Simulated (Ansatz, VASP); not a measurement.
# GaAs (GaAs(110)) in two plane-wave programs, part 2 of 3

Wanted: the spread between two codes on one cell, functional and k mesh.  The structure shown is the end of the VASP relaxation below.

VASP 6.6.1 and Ansatz 0.2.0.

So far: Set-up; VASP: relaxation, PBE.

## 3. Ansatz: single point, PBE

Level of this step: Ansatz beside VASP: Kohn-Sham DFT, plane waves, PBE (Ansatz).

Ansatz runs on its default PAW (the set named soft_2) files.

The same cell, functional, mesh and smearing now go to Ansatz, which takes its cutoff from its data sets.

Contents of input.yaml:

```yaml
crystal:
  lattice:
    - [4.23639131, 0.0, 0.0]
    - [0.0, 5.99116204, 0.0]
    - [0.0, 0.0, 32.02233553]
  atoms:
    - { symbol: Ga, position: [0.0, 0.0615115, 0.265228] }
    - { symbol: Ga, position: [0.5, 0.48770243, 0.30959895] }
    - { symbol: Ga, position: [0.0, 0.99357894, 0.37485208] }
    - { symbol: Ga, position: [0.5, 0.49468223, 0.43682807] }
    - { symbol: Ga, position: [0.0, 0.99705249, 0.5] }
    - { symbol: Ga, position: [0.5, 0.49468223, 0.56317193] }
    - { symbol: Ga, position: [0.0, 0.99357894, 0.62514792] }
    - { symbol: Ga, position: [0.5, 0.48770243, 0.69040105] }
    - { symbol: Ga, position: [0.0, 0.0615115, 0.734772] }
    - { symbol: As, position: [0.0, 0.73097887, 0.31194231] }
    - { symbol: As, position: [0.5, 0.25804419, 0.24376186] }
    - { symbol: As, position: [0.0, 0.73925069, 0.43740595] }
    - { symbol: As, position: [0.5, 0.23985231, 0.37401859] }
    - { symbol: As, position: [0.0, 0.73925069, 0.56259405] }
    - { symbol: As, position: [0.5, 0.24174518, 0.5] }
    - { symbol: As, position: [0.0, 0.73097887, 0.68805769] }
    - { symbol: As, position: [0.5, 0.23985231, 0.62598141] }
    - { symbol: As, position: [0.5, 0.25804419, 0.75623814] }
hamiltonian:
  xc: pbe
  pseudopotentials: { kind: paw }
kpoints:
  mp_grid: { grid: [6, 4, 1] }
scf:
  occupations: { method: gaussian, width: 0.03 }
  n_extra_bands: 8
efield:
  axis: 3
  dipole_correction: true
  ramp_width: 0.04
output:
  forces: true
  eigenvalues: true
```

Command:

```console
$ ansatz run input.yaml --threads 8 --pin off --max-ram 18432MiB --backend cpu --events-out ev --progress --plain --runs-dir out
```

Numbers of over 12 decimals in the logs are rounded to 6 here.

The log of the run:

```text
scf.n_extra_bands = 8 over 126 filled bands (N_el = 252.0): the run solves 134 bands
Engine: ansatz 0.2.0, aarch64-unknown-linux-gnu
Pseudopotentials: kind: paw
Pseudopotential: Ga, paw, valence charge 13, recommended cutoff 420 eV (normal), Ga.paw.azcp
Pseudopotential: As, paw, valence charge 15, recommended cutoff 420 eV (normal), As.paw.azcp
Functional definition: PBE
  parameter kappa = 0.804
  parameter beta = 0.066725
  exchange = pbe_x(kappa = kappa, mu = beta*pi^2/3)
  correlation = pbe_c(beta = beta)
Crystal: 18 atoms, lattice volume = 812.756 Å³
Basis set: ecut = 420 eV, 15841 PW (Γ), exchange–correlation on 60×90×432 points (8 copies of the dense FFT grid, shifted against one another)
Bands: 134, of which v1, the nominal top of the filled ones, is band 126 counted from 1 (125 counted from 0)
Symmetry: 2 space group operations
k-points: 12 of 24 (time reversal used)
Non-local potential: Ga, projectors of the file, l = 0: 2, l = 1: 2, l = 2: 3, l = 3: 1
Non-local potential: As, projectors of the file, l = 0: 2, l = 1: 2, l = 2: 3, l = 3: 1
PAW form: soft (Blöchl's): semilocal exchange-correlation on the pseudo side does not see the compensation charge
PAW one-centre angular grid: Ga, 590 points (default); XC on 64 Gauss nodes
PAW one-centre angular grid: As, 590 points (default); XC on 64 Gauss nodes
Initial density: superposition of atomic densities (neutral atoms: chi_scale 0, normalization atom), corrected by the library's trained network
Initial wavefunctions: pseudopotential atomic-orbital guess
Functional: x = pbe(κ = 0.804, μ = 0.219515), c = pbe(β = 0.066725)
SCF iter   1: F=—  HF=-77756.416164 eV  |F-HF|=—  |Δ(HF+E_count)|=         —  Δρ=1.64e-3  dr2=1.61e-1  ethr=1.77e-3  p=0.000 e·Å  D=9.21e-14 V/Å  ΔV_dip=-0.00 eV  dr2_dipole=7.76e-10  V_vac-E_F(+/−)=4.74/4.74 eV  ⟨swp⟩=6.4  Hψ=6016  notcnv=0
efield: sawtooth ramp at fractional position 0.9800 (placed from the atoms, in the widest stretch of the axis that holds none; the zero of the levels goes with the place), width 0.0400; the density the first Hamiltonian is built on has a dipole p = 0.000 e·Å; the dipole correction subtracts the counter field D = 9.21e-14 V/Å, which shifts the + side's vacuum level by -0.00 eV against the − side's; the planar-averaged density in the ramp window peaks in size at 5.3e-6 e/Å³
preconditioner: auto → Resta (q_TF=auto, 2.245 Å⁻¹)  ε∞=2.8  [insulator: Δε(μ)=0.320 eV  Ē_g=12.214 eV  σ=0.030 eV  W_gap=1.00  n_scr=168 (ndim 8)  ℏωp=16.6 eV  f_vac=0.439  D(μ)=0.00/eV (n_scr^D=0)  ε∞_Penn≈2.8  vacuum switching on, ρ_ref=1.1e-2 e/Å³]
SCF iter   2: F=—  HF=-77756.406594 eV  |F-HF|=—  |Δ(HF+E_count)|=   9.57e-3  Δρ=1.12e-3  dr2=1.50e-1  ethr=6.41e-5  p=-0.000 e·Å  D=-4.15e-6 V/Å  ΔV_dip=0.00 eV  dr2_dipole=4.92e-9  V_vac-E_F(+/−)=5.05/5.05 eV  ⟨swp⟩=3.2  Hψ=2643  notcnv=0  defer=28
SCF iter   3: F=—  HF=-77756.392666 eV  |F-HF|=—  |Δ(HF+E_count)|=   1.39e-2  Δρ=6.17e-4  dr2=4.71e-3  ethr=5.95e-5  p=0.000 e·Å  D=3.78e-7 V/Å  ΔV_dip=-0.00 eV  dr2_dipole=4.17e-10  V_vac-E_F(+/−)=4.89/4.89 eV  ⟨swp⟩=2.8  Hψ=1860  notcnv=0  defer=28
SCF iter   4: F=—  HF=-77756.393837 eV  |F-HF|=—  |Δ(HF+E_count)|=   1.17e-3  Δρ=2.98e-4  dr2=6.25e-4  ethr=1.87e-6  p=-0.000 e·Å  D=-6.38e-6 V/Å  ΔV_dip=0.00 eV  dr2_dipole=3.16e-8  V_vac-E_F(+/−)=4.90/4.89 eV  ⟨swp⟩=2.0  Hψ=2608  notcnv=0  defer=28
SCF iter   5: F=—  HF=-77756.393485 eV  |F-HF|=—  |Δ(HF+E_count)|=   3.52e-4  Δρ=1.09e-4  dr2=1.19e-4  ethr=2.48e-7  p=0.000 e·Å  D=8.51e-6 V/Å  ΔV_dip=-0.00 eV  dr2_dipole=4.45e-8  V_vac-E_F(+/−)=4.89/4.89 eV  ⟨swp⟩=2.0  Hψ=2552  notcnv=0  defer=28
SCF iter   6: F=—  HF=-77756.393570 eV  |F-HF|=—  |Δ(HF+E_count)|=   8.51e-5  Δρ=5.12e-5  dr2=2.27e-5  ethr=4.71e-8  p=-0.000 e·Å  D=-7.44e-5 V/Å  ΔV_dip=0.00 eV  dr2_dipole=3.38e-6  V_vac-E_F(+/−)=4.89/4.89 eV  ⟨swp⟩=2.0  Hψ=3092  notcnv=0  defer=28
SCF iter   7: F=—  HF=-77756.393609 eV  |F-HF|=—  |Δ(HF+E_count)|=   3.91e-5  Δρ=1.89e-5  dr2=3.61e-5  ethr=9.00e-9  p=0.001 e·Å  D=2.31e-4 V/Å  ΔV_dip=-0.01 eV  dr2_dipole=3.22e-5  V_vac-E_F(+/−)=4.89/4.89 eV  ⟨swp⟩=2.0  Hψ=3120  notcnv=0  defer=28
SCF iter   8: F=—  HF=-77756.393608 eV  |F-HF|=—  |Δ(HF+E_count)|=   1.38e-6  Δρ=1.11e-5  dr2=1.77e-5  ethr=9.00e-9  p=-0.001 e·Å  D=-1.68e-4 V/Å  ΔV_dip=0.01 eV  dr2_dipole=1.68e-5  V_vac-E_F(+/−)=4.89/4.89 eV  ⟨swp⟩=2.0  Hψ=1809  notcnv=0  defer=28
SCF iter   9: F=—  HF=-77756.393606 eV  |F-HF|=—  |Δ(HF+E_count)|=   1.67e-6  Δρ=5.57e-6  dr2=2.71e-6  ethr=7.02e-9  p=-0.000 e·Å  D=-6.41e-5 V/Å  ΔV_dip=0.00 eV  dr2_dipole=2.51e-6  V_vac-E_F(+/−)=4.89/4.89 eV  ⟨swp⟩=1.9  Hψ=1733  notcnv=0  defer=28
SCF iter  10: F=—  HF=-77756.393606 eV  |F-HF|=—  |Δ(HF+E_count)|=   1.33e-8  Δρ=2.03e-6  dr2=2.57e-7  ethr=1.08e-9  p=-0.000 e·Å  D=-1.65e-5 V/Å  ΔV_dip=0.00 eV  dr2_dipole=1.57e-7  V_vac-E_F(+/−)=4.89/4.89 eV  ⟨swp⟩=2.0  Hψ=1798  notcnv=0  defer=28
SCF iter  11: F=-77756.393606 eV  HF=-77756.393606 eV  |F-HF|=1.05e-8  |Δ(HF+E_count)|=   6.55e-9  Δρ=6.94e-7  dr2=1.97e-8  ethr=3.97e-11  p=-0.000 e·Å  D=-1.50e-6 V/Å  ΔV_dip=0.00 eV  dr2_dipole=1.40e-9  V_vac-E_F(+/−)=4.89/4.89 eV  ⟨swp⟩=9.4  Hψ=6311  notcnv=0
SCF 1 converged in 11 iterations: F = -77756.393606 eV  dr2 = 1.97e-8
  greatest PAW one-centre occupation: 0.999 electrons in one spin orbital (limit 2), on the As atom at site 17 (counted from 0), in its partial waves of l = 2
SCF converged after 11 iterations
Free energy (F): -77756.393606 eV
Harris-Foulkes:  -77756.393606 eV  (|F-HF|=1.05e-8)
Internal energy: -77756.393606 eV  (E = F + TS)
E sigma→0 (E₀):  -77756.393606 eV
Fermi energy:    1.672315 eV
Dipole field:    D = 0.000023 V/Å  (p = 0.000105 e·Å, saw-weighted, corrected)
Work function:   Φ+ = 4.8888 eV   Φ− = 4.8895 eV
Levels:          The Fermi level and band energies are counted from a zero that moves with the ramp; work functions are not
--- Per-component energies (eV) ---
  E_band       = -4408.542651
  E_kinetic    = 1945.292818
  E_local      = -273241.313505  (includes V_loc(G=0)·N_el)
  E_nonlocal   = -2215.285724
  E_hartree    = 135966.313331
  E_xc         = -1321.361430
  E_vxc        = -1216.557952  (∫ρ·V_xc dr)
  E_paw        = -34415.961395  (= ΣΔE_a)
  E_vpaw       = -1613.251356  (= ΣTr[D̂ρ^β])
  E_aug_tail   = -0.000824  (compensation charges beyond the density's cutoff)
  E_efield     = 0.000000  (sawtooth field / dipole correction)
  E_vefield    = 0.000000  (∫n·V_field dr)
  E_ewald      = 95525.923122
  E_smearing   = -0.000000  (= −TS)
  E_closure    = -0.000000  (closes the sum)
  Σ components = -77756.393606   (vs F -77756.393606, Δ=0.00e0)
--- Forces (eV/Å), atoms counted from 1 ---
  atom   1  Ga    -0.00000000    -0.00996115    -0.00597377
  atom   2  Ga    -0.00000000     0.01334947     0.01523911
  atom   3  Ga    -0.00000000    -0.00432824     0.00885672
  atom   4  Ga     0.00000000    -0.03199905     0.00382173
  atom   5  Ga     0.00000000    -0.01661645     0.00000795
  atom   6  Ga     0.00000000    -0.03199528    -0.00380749
  atom   7  Ga    -0.00000000    -0.00432335    -0.00884733
  atom   8  Ga    -0.00000000     0.01335519    -0.01523302
  atom   9  Ga     0.00000000    -0.00995405     0.00597439
  atom  10  As    -0.00000000     0.02846038     0.00661487
  atom  11  As     0.00000000    -0.01770266     0.08349203
  atom  12  As     0.00000000     0.01445244     0.01742539
  atom  13  As     0.00000000     0.02029491     0.00986303
  atom  14  As    -0.00000000     0.01445156    -0.01744267
  atom  15  As     0.00000000    -0.00853005    -0.00000964
  atom  16  As    -0.00000000     0.02845796    -0.00662403
  atom  17  As    -0.00000000     0.02029196    -0.00987493
  atom  18  As    -0.00000000    -0.01770233    -0.08349418
  max |Σ_I F_I| component: 1.18e-5 eV/Å
--- Band table (eV; the first three rows and the last of 12) ---
  k-point 0: bands = [... 122 lower, 1.3232, 1.3775, 1.4228, 1.4616, 1.8830, 2.6347, 2.8934, 2.9826, ... 4 higher]
  k-point 1: bands = [... 122 lower, 0.9324, 0.9472, 1.1278, 1.2400, 2.5274, 2.6141, 2.8355, 2.8792, ... 4 higher]
  k-point 2: bands = [... 122 lower, 0.5220, 0.5776, 0.7727, 0.7994, 2.2688, 2.2874, 2.6321, 2.7938, ... 4 higher]
  k-point 11: bands = [... 122 lower, 0.4074, 0.5783, 0.8443, 1.0844, 2.4711, 3.0330, 3.0963, 3.9097, ... 4 higher]
```

Wall time 50 s (8 threads of Arm Neoverse N1, shared host); peak memory 4.3 GiB.

## 4. Differences

Known differences besides the PAW data sets themselves: the data sets hold 252 valence electrons in Ansatz (default PAW (the set named soft_2) files) and 72 in VASP; the cutoff is 420 eV in Ansatz and 320 eV in VASP (PREC = Normal, projectors in real space); VASP leaves aspherical gradient terms in its spheres out (LASPH is not set), Ansatz keeps them. Total energies have different zeros and are not compared.

Both answers:

```csv
quantity,Ansatz,VASP,difference
gap on the k mesh (eV),0.421,0.447,-0.025
```

At this near-relaxed geometry the largest component of a force difference is 58 meV/Å.

## 5. What moves the difference

The difference is large enough to ask for its cause, so further runs change the set-up of one program at a time, as the table lists.

```csv
run,r.m.s. force difference (meV/Å)
as above,15
norm-conserving potentials (cutoff 1143 eV),13
```

## 6. VASP: band structure, PBE

Levels along a path test the potential and the projectors away from the mesh points.

Contents of INCAR:

```
SYSTEM = GaAs
PREC = Normal
ENCUT = 320
EDIFF = 1E-06
NELM = 120
ISMEAR = 0
SIGMA = 0.03
LREAL = Auto
ALGO = Fast
GGA = PE
NBANDS = 54
LORBIT = 11
LWAVE = .FALSE.
LCHARG = .TRUE.
KPAR = 2
IDIPOL = 3
LDIPOL = .TRUE.
DIPOL = 0.5 0.5 0.5
LVHAR = .TRUE.
LVACPOTAV = .TRUE.
NEDOS = 1500
```

Contents of POSCAR:

```
GaAs
1.0
    4.2363913083      0.0000000000      0.0000000000
    0.0000000000      5.9911620438      0.0000000000
    0.0000000000      0.0000000000     32.0223355348
Ga As
9 9
Direct
    0.0000000000      0.0615115038      0.2652279974
    0.5000000000      0.4877024338      0.3095989531
    0.0000000000      0.9935789366      0.3748520798
    0.5000000000      0.4946822276      0.4368280682
    0.0000000000      0.9970524905      0.5000000000
    0.5000000000      0.4946822276      0.5631719318
    0.0000000000      0.9935789366      0.6251479202
    0.5000000000      0.4877024338      0.6904010469
    0.0000000000      0.0615115038      0.7347720026
    0.0000000000      0.7309788651      0.3119423051
    0.5000000000      0.2580441945      0.2437618574
    0.0000000000      0.7392506926      0.4374059475
    0.5000000000      0.2398523110      0.3740185905
    0.0000000000      0.7392506926      0.5625940525
    0.5000000000      0.2417451796      0.5000000000
    0.0000000000      0.7309788651      0.6880576949
    0.5000000000      0.2398523110      0.6259814095
    0.5000000000      0.2580441945      0.7562381426
```

Contents of KPOINTS:

```
Automatic mesh
0
Gamma
6 4 1
0 0 0
```

Contents of KPOINTS_OPT:

```
Line mode
14
Line-mode
Reciprocal
  0.00000000   0.00000000   0.00000000 GAMMA
  0.50000000   0.00000000   0.00000000 X

  0.50000000   0.00000000   0.00000000 X
  0.50000000   0.50000000   0.00000000 S

  0.50000000   0.50000000   0.00000000 S
  0.00000000   0.50000000   0.00000000 Y

  0.00000000   0.50000000   0.00000000 Y
  0.00000000   0.00000000   0.00000000 GAMMA

  0.00000000   0.00000000   0.00000000 GAMMA
  0.50000000   0.50000000   0.00000000 S
```

PAW data sets: Ga and As (PBE family, release 64).

Command:

```console
$ mpirun -np 4 vasp_std
```

The log of the run:

```text
[banner, memory and clock lines left out]
running    4 mpi-ranks, on    1 nodes
[...]
LDA part: xc-table for (Slater+PW92), standard interpolation
 POSCAR, INCAR and KPOINTS ok, starting setup
[...]
entering main loop
       N       E                     dE             d eps       ncg     rms          rms(c)
DAV:   1     0.298713479360E+03    0.29871E+03   -0.18166E+04  1304   0.679E+02
DAV:   2    -0.364662607221E+02   -0.33518E+03   -0.32333E+03  1734   0.145E+02
DAV:   3    -0.725055229549E+02   -0.36039E+02   -0.35522E+02  1578   0.496E+01
DAV:   4    -0.739047239496E+02   -0.13992E+01   -0.13945E+01  1696   0.111E+01
[...]
RMM:  21    -0.722887879681E+02   -0.74347E-05   -0.42125E-07  1006   0.128E-03    0.340E-04
RMM:  22    -0.722887891239E+02   -0.11557E-05   -0.49782E-08   519   0.637E-04    0.158E-04
RMM:  23    -0.722887896188E+02   -0.49490E-06   -0.31689E-08   485   0.624E-04
|                                                                             |
[...]
|     workfunction values.                                                    |
|                                                                             |

   1 F= -.72288790E+02 E0= -.72288790E+02  d E =-.979433E-11
 Start KPOINTS_OPT (optional k-point list driver)
k-point batch [1-12\70]
       N       E                     dE             ncg
DAV:   1    -0.769598537115E+03   -0.72004E+04     1296
DAV:   2    -0.468100581279E+04   -0.39114E+04     1728
DAV:   3    -0.511232827573E+04   -0.43132E+03     1552
DAV:   4    -0.512831469476E+04   -0.15986E+02     1648
[...]
DAV:   8    -0.512884909933E+04   -0.46083E-04     1640
DAV:   9    -0.512884910139E+04   -0.20594E-05     1330
DAV:  10    -0.512884910157E+04   -0.17925E-06     1008
[...]
k-point batch [61-70\70]
       N       E                     dE             ncg
DAV:   1    -0.548045942097E+03   -0.12161E+05     1080
DAV:   2    -0.378175983916E+04   -0.32337E+04     1470
DAV:   3    -0.411661421025E+04   -0.33485E+03     1298
DAV:   4    -0.412829261119E+04   -0.11678E+02     1440
[...]
DAV:   8    -0.412865667878E+04   -0.39591E-04     1424
DAV:   9    -0.412865668066E+04   -0.18785E-05     1162
DAV:  10    -0.412865668085E+04   -0.18789E-06      968
```

(Continued in part 3 of 3.)

[Lines on the potential files, build, host, timing and source positions are cut from VASP's logs without a mark.]

[Logs are printed without paths, hosts, clocks, repeated set-up lines and the standing remarks that a program may print on its own settings, such as how far it seeks lower states.]

[Hosts, paths, dates, database ids (printed as entryN), source tags and the programs' standing remarks are cut or masked in the printed files.]
